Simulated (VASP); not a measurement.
Write the native input for VASP 6.6.1 that does the following.

| Item | Value |
| --- | --- |
| Task | relaxation of cell and atoms |
| Functional | RPBE |
| Potentials or basis | VASP PAW PBE potentials, release 64 (Au) |
| Cutoff | 600 eV |
| k mesh | 16 × 16 × 16 |
| Occupations | methfessel-paxton, width 0.1 eV |
| Spin | no spin polarisation |
| Further INCAR settings | ALGO = Normal; EDIFF = 1e-07; IBRION = 2; EDIFFG = -0.005; NSW = 90; ISIF = 3 |

The structure of Au lies in POSCAR:

```
Au                                      
1.0
   -0.0000000000      2.0982436574      2.0982436574
    2.0982436574     -0.0000000000      2.0982436574
    2.0982436574      2.0982436574     -0.0000000000
  Au            
     1
Direct
     0.0000000000000000    0.0000000000000000    0.0000000000000000
```

These files were run (other wordings do the same):

INCAR

```
SYSTEM = Au
PREC = Accurate ; ENCUT = 600
EDIFF = 1E-7 ; ISMEAR = 1
SIGMA = 0.1 ; LREAL = .FALSE.
LASPH = .TRUE. ; NELM = 80
ALGO = Normal ; ISIF = 3
LWAVE = .FALSE. ; LCHARG = .FALSE.
GGA = RP ; IBRION = 2
NSW = 90 ; EDIFFG = -0.005
```

KPOINTS

```
regular mesh
0
G
  16 16 16
  0 0 0
```

Potentials or basis: VASP PAW PBE potentials, release 64 (Au).

Run with:

```sh
$ cat potpaw_PBE.64/Au/POTCAR > POTCAR
$ mpirun -np 1 vasp_std > vasp.out
```

Results of the run:

The pressure after relaxing is 0.0 GPa. The band gap on the k mesh is none (metal or under the smearing width).

Caveat: the relaxation stopped at its first step, so nothing moved; the PAW data sets were made with another functional, which shifts forces and pressure a little.

Wall time 9.4 s on 1 thread of Intel(R) Xeon(R) Platinum 8488C (Sapphire Rapids), on a shared host, peak memory 0.16 GiB.
